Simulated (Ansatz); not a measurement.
Ni in Ansatz: the effect of functional

Crystal: Ni.

```
Ni
1.0
    -1.41085    1.41085    1.41085
     1.41085   -1.41085    1.41085
     1.41085    1.41085   -1.41085
Ni
1
Direct
  0.00000 0.00000 0.00000
```

This isn't the form of Ni at room conditions, which is fcc.

The cell isn't the ideal one: volume scaled by 1.06.

Alike in all runs:

| Item | Value |
| --- | --- |
| Program | Ansatz 0.2.0 |
| Task | single point |
| Potentials or basis | Ansatz PAW |
| k mesh | 13 × 13 × 13 |
| Occupations | fermi-dirac, width 0.05 eV |
| Spin | collinear spin, ferromagnetic start |
| Starting moments | [1.0] μB |

```csv
functional,cutoff,pressure (GPa),moment (μB)
LDA,420 eV (not typed: the program's choice for these potentials),-19.9,0.59
PBEsol,420 eV (not typed: the program's choice for these potentials),?,?
r2SCAN,500 eV (not typed: the program's choice for these potentials),-11.2,0.66
```

Problem. What does the run with functional PBEsol give?

Solution. Pressure -13.0 GPa; moment 0.62 μB.

Caveats: the PAW data sets come from PBE, with cores solved anew for the run's functional, which leaves a small shift of forces and pressure; the magnetic or orbital state may not be the lowest (some runs).
